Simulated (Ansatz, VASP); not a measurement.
Ca: VASP beside Ansatz

INCAR

```
SYSTEM = Ca
PREC     = Accurate       ! precision mode
ENCUT    = 520            ! plane-wave cutoff, eV
EDIFF    = 1E-7           ! SCF threshold, eV
ISMEAR   = 0              ! smearing method
SIGMA    = 0.15           ! smearing width, eV
LREAL    = .FALSE.        ! projectors in reciprocal space
LASPH    = .TRUE.         ! aspherical terms in the spheres
NELM     = 100            ! most SCF steps
ALGO     = Normal         ! electronic algorithm
ISIF     = 2              ! what is computed and relaxed
LWAVE    = .FALSE.        ! write WAVECAR
LCHARG   = .FALSE.        ! write CHGCAR
GGA      = PS             ! functional
NBANDS   = 17             ! bands
```

The input KPOINTS:

```
Automatic mesh
0
G
  14 14 8
  0 0 0
```

Contents of POSCAR:

```
Ca
1.0
    1.9712759950     -3.3954901800      0.0000000000
    1.9712759950      3.3954901800      0.0000000000
    0.0000000000      0.0000000000      6.5091117400
Ca
2
Direct
    0.8355866000      0.1644134000      0.2500000000
    0.1644134000      0.8355866000      0.7500000000
```

Input for Ansatz:

```yaml
crystal:
  lattice:
    - [1.971275995, -3.39549018, 0.0]
    - [1.971275995, 3.39549018, 0.0]
    - [0.0, 0.0, 6.50911174]
  atoms:
    - { symbol: Ca, position: [0.8355866, 0.1644134, 0.25] }
    - { symbol: Ca, position: [0.1644134, 0.8355866, 0.75] }
basis:
  ecutwfc: 420
kpoints:
  mp_grid: { grid: [14, 14, 8] }
hamiltonian:
  xc: pbesol
scf:
  occupations: { method: gaussian, width: 0.15 }
output:
  forces: true
  stress: true
  eigenvalues: true
```

This isn't the form of Ca at room conditions, which is fcc.

Alike in both runs: task single point; functional PBEsol; k mesh 14 × 14 × 8; occupations gaussian, width 0.15 eV; no spin polarisation.

|  | VASP | Ansatz |
| --- | --- | --- |
| version | VASP 6.6.1 | Ansatz 0.2.0 |
| potentials or method | VASP PAW PBE potentials, release 64 (Ca_sv) | scalar-relativistic, plane waves, PAW |
| plane-wave cutoff (eV) | 520 | 420 |
| valence electrons in the cell | 20 | 20 |

```tsv
	VASP	Ansatz	Ansatz less VASP
gap on the k mesh at the Fermi level (eV)	none	none	-
pressure (GPa)	-1.1	-1.1	-0.01
largest component of the traceless stress (GPa)	0.17	0.17	0.000
rms of the force components (eV/Å)	0.009	0.009	+0.0001
```

Atom by atom the forces differ by 0.000 eV/Å (rms over components). A gap of «none» marks a metal or a gap that the smearing closes.

Caveats: the PAW data sets were made with another functional, which shifts forces and pressure a little (VASP).
